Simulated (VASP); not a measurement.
# CdSe (Cadmoselite) (P6_3mc) in VASP: settings compared, part 2 of 2

VASP 6.6.1. The steps go on from the part before.

## 3. Elastic constants, PBEsol

This run uses another cell than the first one, of 28.29 Å³/atom, 1.035 times its volume.

POSCAR

```
CdSe
1.0
    4.3096852295      0.0000000000      0.0000000000
   -2.1548426148      3.7322968911      0.0000000000
    0.0000000000      0.0000000000      7.0351851828
  Cd              Se
     2     2
Direct
     0.3333333332999970    0.6666666667000030    0.0046653508420675
     0.6666666667000030    0.3333333332999970    0.5046653508420675
     0.3333333332999970    0.6666666667000030    0.3803346491579305
     0.6666666667000030    0.3333333332999970    0.8803346491579305
```

INCAR.step1

```
PREC = Accurate ; ENCUT = 600
EDIFF = 1E-8 ; ISMEAR = 0
SIGMA = 0.03 ; LREAL = F
LASPH = T ; NELM = 80
ALGO = Normal ; ISIF = 3
LWAVE = F ; LCHARG = F
GGA = PS ; KPAR = 2
IBRION = 2 ; NSW = 40
EDIFFG = -0.002
```

INCAR.step2

```
PREC = Accurate ; ENCUT = 600
EDIFF = 1E-8 ; ISMEAR = 0
SIGMA = 0.03 ; LREAL = F
LASPH = T ; NELM = 80
ALGO = Normal ; ISIF = 3
LWAVE = F ; LCHARG = F
GGA = PS ; KPAR = 2
IBRION = 6 ; NFREE = 2
POTIM = 0.015 ; NSW = 1
LEPSILON = T
```

KPOINTS

```
Automatic mesh
0
Gamma
  12 12 6
```

Potentials or basis: VASP PAW PBE potentials, release 64 (Cd, Se).

On the command line:

```console
$ cat potpaw_PBE.64/Cd/POTCAR potpaw_PBE.64/Se/POTCAR > POTCAR
$ cp INCAR.step1 INCAR
$ mpirun -np 2 vasp_std > vasp.out
$ cp CONTCAR POSCAR
$ cp INCAR.step2 INCAR
$ mpirun -np 2 vasp_std > vasp.out
```

OUTCAR:

```text
PREC = Accurate
   ENCUT = 600
   EDIFF = 1E-8
   ISMEAR = 0
   LREAL = F
   LASPH = T
   NELM = 80
   ISIF = 3
   GGA = PS
   IBRION = 6
   NFREE = 2
   POTIM = 0.015
   NSW = 1
   LEPSILON = T

 ion  position               nearest neighbor table
   1  0.333  0.667  0.005-   4 2.64   4 2.64   4 2.64   3 2.64
   2  0.667  0.333  0.505-   3 2.64   3 2.64   3 2.64   4 2.64
   3  0.333  0.667  0.380-   2 2.64   2 2.64   2 2.64   1 2.64
   4  0.667  0.333  0.880-   1 2.64   1 2.64   1 2.64   2 2.64

  LATTYP: Found a hexagonal cell.
 ALAT       =     4.3096852295
 C/A-ratio  =     1.6324127652

  Lattice vectors:

 A1 = (   4.3096852295,   0.0000000000,   0.0000000000)
 A2 = (  -2.1548426148,   3.7322968911,   0.0000000000)
 A3 = (   0.0000000000,   0.0000000000,   7.0351851828)

[... 1114 lines left out ...]
     -0.000000  2.488198  2.675725    -0.000000    0.000000   -0.653148
      2.154843  1.244099  6.193317     0.000000   -0.000000    0.653148
[... 71 lines left out ...]
  12 f/i=    0.001792 THz     0.011260 2PiTHz    0.059778 cm-1     0.007412 meV
             X         Y         Z           dx          dy          dz
     -0.000000  2.488198  0.032822     0.000000    0.000000   -0.541776
      2.154843  1.244099  3.550414     0.000000    0.000000   -0.541776
     -0.000000  2.488198  2.675725     0.000000    0.000000   -0.454399
      2.154843  1.244099  6.193317     0.000000    0.000000   -0.454399

--------------------------------------------------------------------------------------------------------

 MACROSCOPIC STATIC DIELECTRIC TENSOR IONIC CONTRIBUTION
 ------------------------------------------------------
           3.094286    -0.000000     0.000000
          -0.000000     3.094286     0.000000
           0.000000     0.000000     3.635356
 ------------------------------------------------------

 ELASTIC MODULI CONTR FROM IONIC RELAXATION (kBar)
 Direction    XX          YY          ZZ          XY          YZ          ZX
 --------------------------------------------------------------------------------
 XX        -284.1284    119.1461    157.8601      0.0000      0.0000      0.0000
 YY         119.1461   -284.1284    157.8601      0.0000      0.0000     -0.0000
 ZZ         157.8601    157.8601   -302.0906     -0.0000      0.0000      0.0000
 XY           0.0000      0.0000     -0.0000   -201.6372     -0.0000      0.0000
 YZ           0.0000     -0.0000      0.0000     -0.0000    -81.9917      0.0000
 ZX          -0.0000      0.0000      0.0000      0.0000      0.0000    -81.9916
 --------------------------------------------------------------------------------

 TOTAL ELASTIC MODULI (kBar)
 Direction    XX          YY          ZZ          XY          YZ          ZX
 --------------------------------------------------------------------------------
 XX         729.7356    444.6301    375.2051     -0.0000      0.0000      0.0000
 YY         444.6301    729.7356    375.2051     -0.0000      0.0000     -0.0000
 ZZ         375.2051    375.2051    826.7660     -0.0000      0.0000      0.0000
 XY          -0.0000     -0.0000     -0.0000    142.5527     -0.0000      0.0000
 YZ           0.0000     -0.0000      0.0000     -0.0000    128.3562     -0.0000
 ZX          -0.0000      0.0000      0.0000      0.0000     -0.0000    128.3562
 --------------------------------------------------------------------------------

 PIEZOELECTRIC TENSOR IONIC CONTR  for field in x, y, z        (C/m^2)
          XX          YY          ZZ          XY          YZ          ZX
  --------------------------------------------------------------------------------
  x    -0.00000     0.00000     0.00000     0.00000     0.00000    -0.47396
  y     0.00000    -0.00000     0.00000    -0.00000    -0.47396     0.00000
  z    -0.51529    -0.51529     0.98609     0.00000    -0.00000    -0.00000
```

OUTCAR.step1:

```text
PREC = Accurate
   ENCUT = 600
   EDIFF = 1E-8
   ISMEAR = 0
   LREAL = F
   LASPH = T
   NELM = 80
[... 836 lines left out ...]
      2.15484      1.24410      3.55041         0.000000     -0.000000      0.000434
     -0.00000      2.48820      2.67572         0.000000     -0.000000     -0.000434
      2.15484      1.24410      6.19332        -0.000000      0.000000     -0.000434
 -----------------------------------------------------------------------------------
    total drift:                               -0.000000      0.000000     -0.000542

  FREE ENERGIE OF THE ION-ELECTRON SYSTEM (eV)
  ---------------------------------------------------
  free  energy   TOTEN  =       -12.3530738672 eV

  energy  without entropy=      -12.3530738672  energy(sigma->0) =      -12.35307387

 reached required accuracy - stopping structural energy minimisation
```

OSZICAR.step1:

```text
N       E                     dE             d eps       ncg     rms          rms(c)
DAV:   1     0.260991674193E+03    0.26099E+03   -0.18638E+04  3344   0.165E+03
DAV:   2     0.176358156456E+01   -0.25923E+03   -0.25307E+03  3692   0.366E+02
DAV:   3    -0.129690286542E+02   -0.14733E+02   -0.14635E+02  4010   0.862E+01
DAV:   4    -0.131120720694E+02   -0.14304E+00   -0.14297E+00  3626   0.831E+00
DAV:   5    -0.131132717594E+02   -0.11997E-02   -0.11993E-02  4064   0.699E-01    0.831E+00
DAV:   6    -0.123930843610E+02    0.72019E+00   -0.17280E+00  4274   0.143E+01    0.662E+00
DAV:   7    -0.123576919983E+02    0.35392E-01   -0.54012E-01  3758   0.425E+00    0.284E+00
DAV:   8    -0.123538131024E+02    0.38789E-02   -0.65389E-02  3506   0.298E+00    0.366E-01
DAV:   9    -0.123530103348E+02    0.80277E-03   -0.10406E-02  3848   0.136E+00    0.124E-01
DAV:  10    -0.123530188449E+02   -0.85101E-05   -0.89798E-04  3634   0.369E-01    0.675E-02
DAV:  11    -0.123530968909E+02   -0.78046E-04   -0.24747E-04  3758   0.120E-01    0.223E-02
DAV:  12    -0.123530717059E+02    0.25185E-04   -0.13295E-04  4090   0.121E-01    0.776E-03
DAV:  13    -0.123530746606E+02   -0.29548E-05   -0.16053E-05  3698   0.229E-02    0.694E-03
DAV:  14    -0.123530737164E+02    0.94423E-06   -0.35028E-06  3966   0.164E-02    0.314E-03
DAV:  15    -0.123530739218E+02   -0.20544E-06   -0.57063E-07  3644   0.434E-03    0.168E-03
DAV:  16    -0.123530738677E+02    0.54151E-07   -0.52813E-08  3716   0.108E-03    0.260E-04
DAV:  17    -0.123530738672E+02    0.48431E-09   -0.35857E-09  2524   0.500E-04
   1 F= -.12353074E+02 E0= -.12353074E+02  d E =-.123531E+02
```

It took 57 min on 2 MPI ranks of Intel Xeon Platinum 8488C (Sapphire Rapids), shared host; peak memory 1.8 GiB.

What came out:

```
Electronic dielectric tensor (diagonal)                 : 9.14, 9.14, 9.04
Born charges (mean of the diagonal)                     : Cd +2.22; Se -2.22 e
Voigt bulk modulus                                      : 52 GPa
Highest phonon frequency at Γ, LO-TO splitting left out : 184 cm⁻¹
```

Phonon frequencies in cm⁻¹ (negative: imaginary):
```tsv
q point	frequencies
(0.000, 0.000, 0.000)	0 0 0 33 33 122 166 170 170 173 173 184
```

Elastic tensor in Voigt notation (GPa, in the Cartesian axes of the cell as first typed):
```
73 44 38  0  0  0
44 73 38  0  0  0
38 38 83  0  0  0
 0  0  0 13  0  0
 0  0  0  0 13  0
 0  0  0  0  0 14
```

Electronic dielectric tensor:
```
9.14 0.00 0.00
0.00 9.14 0.00
0.00 0.00 9.04
```

Born effective charge tensors (e):
atom 1, Cd
```
2.18 0.00 0.00
0.00 2.18 0.00
0.00 0.00 2.31
```
atom 2, Cd
```
2.18 0.00 0.00
0.00 2.18 0.00
0.00 0.00 2.31
```
atom 3, Se
```
-2.18  0.00  0.00
 0.00 -2.18  0.00
 0.00  0.00 -2.31
```
atom 4, Se
```
-2.18  0.00  0.00
 0.00 -2.18  0.00
 0.00  0.00 -2.31
```

Clamped-ion elastic tensor (GPa):
```
101  33  22   0   0   0
 33 101  22   0   0   0
 22  22 113   0   0   0
  0   0   0  21   0   0
  0   0   0   0  21   0
  0   0   0   0   0  34
```

Caveat: the PAW data sets were made with another functional, which shifts forces and pressure a little.
